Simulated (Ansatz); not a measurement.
KBr, CsCl type (r2SCAN geometry), in Ansatz:

```
K Br
1.0
     3.97632    0.00000    0.00000
     0.00000    3.97632    0.00000
     0.00000    0.00000    3.97632
K Br
1 1
Direct
  0.00000 0.00000 0.00000
  0.50000 0.50000 0.50000
```

G0W0@r2SCAN with 236 empty bands, a screening cutoff of 140 eV and a 4×4×4 mesh (PAW, contour deformation) gives 6.723 eV over the mesh points, from an r2SCAN gap of 4.764 eV; it sums over 244 bands with 251 plane waves in the screening and a wave cutoff of 500 eV. G0W0 here is at a finite number of bands, screening cutoff and k mesh, not at the basis limit. (Calculated; spin-unpolarised; the phase may be known or hypothetical.)

Task: Estimate the gap with empty bands 434, screening cutoff 210 eV.

Result: 6.801 eV (+0.078 eV), from a Kohn-Sham gap of 4.764 eV.

Task: Estimate the gap with empty bands 102, screening cutoff 80 eV.

Result: 6.511 eV (-0.212 eV), from a Kohn-Sham gap of 4.764 eV.

Task: Estimate the gap with mesh 6×6×6, empty bands 102, screening cutoff 80 eV.

Result: 6.498 eV (-0.225 eV), from a Kohn-Sham gap of 4.767 eV.

Task: Estimate the gap with starting point PBE.

Result: 6.366 eV (-0.357 eV), from a Kohn-Sham gap of 4.020 eV.

The runs are scalar-relativistic, without spin-orbit coupling.
